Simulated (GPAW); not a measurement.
# KI (Fm-3m) in GPAW: single point with PBE

Aim: the single point of KI with PBE.

Everything below comes from runs of GPAW 26.7.0. Logs are shortened: lines on timing, memory, paths and dates and some standing lists are left out, and cuts for length are marked. The log counts tension as positive stress, the text compression.

**The experiment to reproduce.**

From a printed reference work, monograph, for a bulk crystal of KI: band gap 6.32 eV.

The results are compared with them further down.

### Step 1. Starting point

It takes space group Fm-3m (No. 225, cubic). Conventional cell: a = 7.066 Å, b = 7.066 Å, c = 7.066 Å, α = 90.00°, β = 90.00°, γ = 90.00°. Around I (site symmetry m-3m) lie 6 K at 3.53 Å. K (site symmetry m-3m) has 6 I at 3.53 Å as nearest neighbours.

### Step 2. Single point, PBE

The input, run.py:

```python
from ase import Atoms
from ase.dft.bandgap import bandgap
from ase.io import write
from ase.units import GPa
from gpaw import GPAW, PW

atoms = Atoms(['I', 'K'],
              cell=[[0.0, 3.532775, 3.532775],
                    [3.532775, 0.0, 3.532775],
                    [3.532775, 3.532775, 0.0]],
              scaled_positions=[[0.5, 0.5, 0.5],
                                [0.0, 0.0, 0.0]],
              pbc=True)

calc = GPAW(mode=PW(450),
            xc='PBE',
            kpts={'size': (5, 5, 5), 'gamma': True},
            occupations={'name': 'fermi-dirac', 'width': 0.05},
            nbands=16,
            maxiter=120,
            txt='gpaw.txt')
atoms.calc = calc
energy = atoms.get_potential_energy()
forces = atoms.get_forces()
stress = atoms.get_stress()
calc.write('gs.gpw')
write('result.traj', atoms)
print(f'Energy: {energy:.6f} eV')
print('Forces (eV/A):')
print(forces.round(4))
print('Stress (GPa):', (stress / GPa).round(3))
print('Fermi level:', round(calc.get_fermi_level(), 4), 'eV')
print(f'Gap: {bandgap(calc)[0]:.4f} eV, direct: {bandgap(calc, direct=True)[0]:.4f} eV')
```

Potentials or basis: GPAW PAW data sets (gpaw-data 1.2.1), pw.

Run with:

```bash
$ OMP_NUM_THREADS=1 python run.py
```

gpaw.txt:

```text
__  _  _
 | _ |_)|_||  |
 |__||  | ||/\| - 26.7.0

Input parameters:
  mode=PW(ecut=450.00000000000006),
  kpts=MonkhorstPack(size=(5, 5, 5), gamma=True),
  maxiter=120,
  nbands=16,
  occupations=Occupations(name='fermi-dirac', width=0.05),
  xc=XC(name='PBE')

Diagonalizing LCAO Hamiltonian
Converting LCAO to pw mode

                   I

       K

Atoms  # Å, Bohr magnetons
|   | symbol |        x |        y |        z |    initial magnetic moments |
|---|--------|----------|----------|----------|-----------------------------|
| 0 |      I | 3.532775 | 3.532775 | 3.532775 | ( 0.0000,  0.0000,  0.0000) |
| 1 |      K | 0.000000 | 0.000000 | 0.000000 | ( 0.0000,  0.0000,  0.0000) |

Unit cell  # Å
| periodic |        x |        y |        z |  lengths |    angles |
|----------|----------|----------|----------|----------|-----------|
|      yes | 0.000000 | 3.532775 | 3.532775 | 4.996098 | 60.000000 |
|      yes | 3.532775 | 0.000000 | 3.532775 | 4.996098 | 60.000000 |
|      yes | 3.532775 | 3.532775 | 0.000000 | 4.996098 | 60.000000 |

Number of symmetries: 48
Symmetry operations  # r_c * U_cc + t_c -> r_c
|    | kind |            matrix            |
|----|------|------------------------------|
|  0 |  σ   |  1, 0, 0,  1, 0,-1,  1,-1, 0 |
|  1 |  C2  |  1, 0, 0,  1,-1, 0,  1, 0,-1 |
|  2 |  E   |  1, 0, 0,  0, 1, 0,  0, 0, 1 |
|  3 |  σ   |  1, 0, 0,  0, 0, 1,  0, 1, 0 |
|  4 |  C4  |  1, 0,-1,  1, 0, 0,  1,-1, 0 |
|  5 |  S6  |  1, 0,-1,  1,-1, 0,  1, 0, 0 |
|  6 |  σ   |  1, 0,-1,  0, 1,-1,  0, 0,-1 |
|  7 |  C3  |  1, 0,-1,  0, 0,-1,  0, 1,-1 |
|  8 |  S6  |  1,-1, 0,  1, 0, 0,  1, 0,-1 |
|  9 |  C4  |  1,-1, 0,  1, 0,-1,  1, 0, 0 |
| 10 |  C3  |  1,-1, 0,  0,-1, 1,  0,-1, 0 |
| 11 |  σ   |  1,-1, 0,  0,-1, 0,  0,-1, 1 |
| 12 |  σ   |  0, 1, 0,  1, 0, 0,  0, 0, 1 |
| 13 |  C4  |  0, 1, 0,  0, 1,-1, -1, 1, 0 |
| 14 |  C3  |  0, 1, 0,  0, 0, 1,  1, 0, 0 |
| 15 |  S6  |  0, 1, 0, -1, 1, 0,  0, 1,-1 |
| 16 |  C2  |  0, 1,-1,  1, 0,-1,  0, 0,-1 |
| 17 |  σ   |  0, 1,-1,  0, 1, 0, -1, 1, 0 |
| 18 |  S4  |  0, 1,-1,  0, 0,-1,  1, 0,-1 |
| 19 |  C4  |  0, 1,-1, -1, 1, 0,  0, 1, 0 |
| 20 |  C3  |  0, 0, 1,  1, 0, 0,  0, 1, 0 |
| 21 |  σ   |  0, 0, 1,  0, 1, 0,  1, 0, 0 |
| 22 |  S6  |  0, 0, 1,  0,-1, 1, -1, 0, 1 |
| 23 |  C4  |  0, 0, 1, -1, 0, 1,  0,-1, 1 |
| 24 |  S4  |  0, 0,-1,  1, 0,-1,  0, 1,-1 |
| 25 |  C3  |  0, 0,-1,  0, 1,-1,  1, 0,-1 |
| 26 |  C2  |  0, 0,-1,  0,-1, 0, -1, 0, 0 |
| 27 |  S6  |  0, 0,-1, -1, 0, 0,  0,-1, 0 |
| 28 |  S4  |  0,-1, 1,  1,-1, 0,  0,-1, 0 |
| 29 |  C4  |  0,-1, 1,  0, 0, 1, -1, 0, 1 |
| 30 |  C2  |  0,-1, 1,  0,-1, 0,  1,-1, 0 |
| 31 |  σ   |  0,-1, 1, -1, 0, 1,  0, 0, 1 |
| 32 |  C3  |  0,-1, 0,  1,-1, 0,  0,-1, 1 |
| 33 |  S6  |  0,-1, 0,  0, 0,-1, -1, 0, 0 |
| 34 |  S4  |  0,-1, 0,  0,-1, 1,  1,-1, 0 |
| 35 |  C2  |  0,-1, 0, -1, 0, 0,  0, 0,-1 |
| 36 |  C2  | -1, 1, 0,  0, 1, 0,  0, 1,-1 |
| 37 |  S6  | -1, 1, 0,  0, 1,-1,  0, 1, 0 |
| 38 |  S4  | -1, 1, 0, -1, 0, 1, -1, 0, 0 |
| 39 |  C3  | -1, 1, 0, -1, 0, 0, -1, 0, 1 |
| 40 |  S6  | -1, 0, 1,  0, 0, 1,  0,-1, 1 |
| 41 |  C2  | -1, 0, 1,  0,-1, 1,  0, 0, 1 |
| 42 |  C3  | -1, 0, 1, -1, 1, 0, -1, 0, 0 |
| 43 |  S4  | -1, 0, 1, -1, 0, 0, -1, 1, 0 |
| 44 |  C2  | -1, 0, 0,  0, 0,-1,  0,-1, 0 |
| 45 |  i   | -1, 0, 0,  0,-1, 0,  0, 0,-1 |
| 46 |  σ   | -1, 0, 0, -1, 1, 0, -1, 0, 1 |
| 47 |  C2  | -1, 0, 0, -1, 0, 1, -1, 1, 0 |

BZ-sampling:
  Number of BZ points: 125
  Number of IBZ points: 10

  Monkhorst-Pack size: [5, 5, 5]
  Monkhorst-Pack shift: [0, 0, 0]

K-points  # in reciprocal-cell coordinates
|   |                                coordinates |     weight |
|---|--------------------------------------------|------------|
| 0 | (  0.00000000,   0.00000000,   0.00000000) | 0.00800000 |
| 1 | (  0.20000000,   0.20000000,   0.00000000) | 0.04800000 |
| 2 | (  0.20000000,   0.20000000,   0.20000000) | 0.06400000 |
| 3 | (  0.40000000,   0.20000000,  -0.20000000) | 0.19200000 |
| 4 | (  0.40000000,   0.20000000,   0.20000000) | 0.09600000 |
| 5 | (  0.40000000,   0.40000000,  -0.40000000) | 0.19200000 |
| 6 | (  0.40000000,   0.40000000,  -0.20000000) | 0.09600000 |
| 7 | (  0.40000000,   0.40000000,   0.00000000) | 0.04800000 |
| 8 | (  0.40000000,   0.40000000,   0.20000000) | 0.19200000 |
| 9 | (  0.40000000,   0.40000000,   0.40000000) | 0.06400000 |

Plane wave coefficients: 1924
Cutoff: 450.00000000000006 eV

Spin-components: 1 (collinear spins)
Bands:           16
Projectors:      10
Spin-degeneracy: 2
Datatype:        complex128

Parallelization:
  kpt:    1
  domain: 1
  band:   1

Density:
  Valence electrons: 16.0
  Components: 1
  Grid points: [25 25 25]
  Charge: 0.0  # |e|

Potential:
  Grid points: [25 25 25]

species:
  I:
    name:    Iodine
    Z:       53.0
    valence: 7
    core:    46
    charge:  0.0  # [|e|]
    compensation charges:
      type: gauss
      rc: 0.37  # [Å]
      lmax: 2
    cutoffs:
      filter: 2.06  # [Å]
      core: 2.90  # [Å]
    projectors
    | kind |    occ | energy [eV] | rcut [Å] |
    |------|--------|-------------|----------|
    |   5s |  2.000 |     -17.382 |    1.164 |
    |   5p |  5.000 |      -7.088 |    1.164 |
    |    s |        |       9.829 |    1.164 |
    |    p |        |      20.123 |    1.164 |
    |    d |        |       0.000 |    1.164 |

    Using partial waves for I as LCAO basis

  K:
    name:    Potassium
    Z:       19.0
    valence: 9
    core:    10
    charge:  0.0  # [|e|]
    compensation charges:
      type: gauss
      rc: 0.35  # [Å]
      lmax: 2
    cutoffs:
      filter: 1.91  # [Å]
      core: 1.27  # [Å]
    projectors
    | kind |    occ | energy [eV] | rcut [Å] |
    |------|--------|-------------|----------|
    |   3s |  2.000 |     -35.338 |    1.122 |
    |   4s |  1.000 |      -2.319 |    1.122 |
    |   3p |  6.000 |     -18.813 |    1.106 |
    |    p |        |       8.398 |    1.106 |
    |    d |        |       0.000 |    0.937 |

    Using partial waves for K as LCAO basis

Reference energy: -209923.048885  # eV

eigensolver:
  PPCG
  Converge bands: occupied
  niter=2

density mixing:
  MSR1-Mixer
  Pratt-step length: 0.05
  Maximum mixing coefficient: 0.75
  Old densities: 10
  SVD Regularization: 0.005
  Good broyden scale: 1.0
  Trust region scale: 1.0
  Backstep threshold: 4.0
  History deletion threshold: 6.0
  Fourier metric: weight=20.0, sigma=0.015

occupation numbers:
  Fermi-Dirac:
    width: 0.0500  # eV

poisson solver:
  ecut: 3600.0000000000005  # eV

xc functional:
  name: PBE with 2 nearest neighbor stencil

convergence criteria:
- Maximum [total energy] change in last 3 cyles: 0.0005 eV / valence electron
- Maximum integral of absolute [dens]ity change: 0.0001 electrons / valence electron
- Maximum integral of absolute [eigenst]ate change: 4e-08 eV^2 / valence electron
maximum number of iterations: 120

SCF iterations
|iter     | |      energy | eigst |  dens |
|---------|-|-------------|-------|-------|
|iter:   1| |   -5.784950 | -0.41 |       |
|iter:   2| |   -5.775071 | -2.30 | -1.36 |
|iter:   3| |   -5.707493 | -2.20 | -1.39 |
|iter:   4| |   -5.709740 | -3.34 | -1.77 |
|iter:   5| |   -5.710760c| -4.46 | -2.17 |
|iter:   6| |   -5.710819c| -5.78 | -2.93 |
|iter:   7| |   -5.710822c| -7.13 | -3.62 |
|iter:   8| |   -5.710823c| -7.98c| -4.12c|

Converged in 8 steps
Energy contributions relative to reference atoms: (reference = -209923.048885)

Energy contributions:
  Kinetic:           5.207248
  Coulomb:          -4.499064
  Zero:             -0.652227
  External:          0.000000
  Xc:               -5.766779
  Entropy:           0.000000
  Spinorbit:         0.000000
  ----------------------------
  Free energy:      -5.710823
  Extrapolated:     -5.710823

dipole moment: (-25.748581, -25.748581, -25.748581)  # |e|*Ang

Fermi level: 2.227
Eigenvalues  # (at kpt = [0.000, 0.000, 0.000])
| band index |      eig [eV] | occ [0-2] |
|------------|---------------|-----------|
|          0 |       -28.001 |     2.000 |
|          1 |       -11.520 |     2.000 |
|          2 |       -11.520 |     2.000 |
|          3 |       -11.520 |     2.000 |
|          4 |       -10.003 |     2.000 |
|          5 |         0.472 |     2.000 |
|          6 |         0.472 |     2.000 |
|          7 |         0.472 |     2.000 |
|          8 |         4.449 |     0.000 |
|          9 |         6.979 |     0.000 |
|         10 |         6.979 |     0.000 |
|         11 |         6.979 |     0.000 |
|         12 |         7.692 |     0.000 |
|         13 |         7.692 |     0.000 |
|         14 |        10.333 |     0.000 |
|         15 |        13.300 |     0.000 |

Gap: 3.976 eV
Transition (v -> c):
  (s=0, k=0, n=7, [0.00, 0.00, 0.00]) -> (s=0, k=0, n=8, [0.00, 0.00, 0.00])
No difference between direct/indirect transitions

Forces  # eV/Ang
|        x |       y |       z |
|----------|---------|---------|
| -0.00000 | 0.00000 | 0.00000 |  # I    0
| -0.00000 | 0.00000 | 0.00000 |  # K    1

Stress tensor  # eV/Ang^3
|         x |         y |         z |
|-----------|-----------|-----------|
| -0.002299 |  0.000000 |  0.000000 |
|  0.000000 | -0.002299 | -0.000000 |
|  0.000000 | -0.000000 | -0.002299 |

# Writing to gs.gpw (mode='')
```

Run time: 5.3 s. Hardware: 1 thread of Arm Neoverse V2, shared host; peak memory 0.14 GiB.

Results:

```
Free energy            : -5.7108 eV
Pressure               : 0.4 GPa
Band gap on the k mesh : 3.98 eV, direct
```

Caveat: the cutoff is short for stress and forces, so pressures can be off by a GPa or more; spin-orbit coupling is left out, which moves the levels of the heavy elements.

### Step 3. How close it comes

Step 2. Measured gap of KI: 6.32 eV (a printed reference work, monograph). This calculation gives 3.98 eV (-2.34 eV). Spin-orbit coupling on I is left out. The value is that of PBE, without temperature or zero-point motion. Semilocal functionals fall short of measured gaps as a rule.
